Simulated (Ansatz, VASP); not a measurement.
**One calculation of MgS, two programs**

Contents of POSCAR:

```
MgS
1.0
    0.0000000000      2.8241952991      2.8241952991
    2.8241952991      0.0000000000      2.8241952991
    2.8241952991      2.8241952991      0.0000000000
Mg S
1 1
Direct
    0.0000000000      0.0000000000      0.0000000000
    0.7500000000      0.7500000000      0.7500000000
```

Contents of INCAR.step1:

```
SYSTEM = MgS
PREC = Accurate
ENCUT = 520
ISMEAR = -1
SIGMA = 0.03
LREAL = .False.
LASPH = .True.
NELM = 100
NBANDS = 11
GGA = PE
ALGO = Normal
EDIFF = 1E-4
LWAVE = .True.
LCHARG = .False.
```

File INCAR.step2:

```
SYSTEM = MgS
PREC = Accurate
ENCUT = 520
EDIFF = 1E-7
ISMEAR = -1
SIGMA = 0.03
LREAL = .False.
LASPH = .True.
NELM = 100
ALGO = Normal
ISIF = 2
LWAVE = .False.
LCHARG = .False.
METAGGA = R2SCAN
LMIXTAU = .True.
LUSE_VDW = .True.
IVDW_NL = 2
BPARAM = 11.95
CPARAM = 0.0093
NBANDS = 11
ISTART = 1
```

The input KPOINTS:

```
Automatic mesh
0
Gamma
  8 8 8
  0 0 0
```

Input for Ansatz:

```yaml
crystal:
  lattice:
    - [0.0, 2.8241952991, 2.8241952991]
    - [2.8241952991, 0.0, 2.8241952991]
    - [2.8241952991, 2.8241952991, 0.0]
  atoms:
    - { symbol: Mg, position: [0.0, 0.0, 0.0] }
    - { symbol: S, position: [0.75, 0.75, 0.75] }
kpoints:
  mp_grid: { grid: [8, 8, 8] }
  band_path:
    path:
      - [0.0, 0.0, 0.0]
      - [-0.5, -0.5, 0.0]
      - [-0.375, -0.375, 0.25]
      - [-0.375, 0.0, 0.375]
      - [0.0, 0.0, 0.5]
      - [-0.5, -0.25, 0.25]
    npoints: 1
hamiltonian:
  xc: r2scan
  dispersion: rvv10
scf:
  occupations: { method: fermi_dirac, width: 0.03 }
  n_extra_bands: 4
output:
  forces: true
  stress: true
  eigenvalues: true
```

Alike in both runs: task single point; functional r2SCAN; dispersion rVV10; k mesh 8 × 8 × 8; occupations fermi-dirac, width 0.03 eV; no spin polarisation.

|  | VASP | Ansatz |
| --- | --- | --- |
| version | VASP 6.6.1 | Ansatz 0.2.0 |
| potentials or method | VASP PAW PBE potentials, release 64 (Mg, S) | plane waves, PAW |
| plane-wave cutoff (eV) | 520 | 500 |
| valence electrons in the cell | 8 | 16 |

```tsv
	VASP	Ansatz	Ansatz less VASP
gap on the k mesh at the Fermi level (eV)	4.10	4.11	+0.013
pressure (GPa)	-0.3	0.0	+0.25
```

The two sets of potentials don't hold the same shells in valence.

Caveats: the PAW data sets were made with another functional, which shifts forces and pressure a little (VASP). r2SCAN opens gaps a little over a GGA but as a rule still falls short of measured ones. A k mesh can miss the band edges.
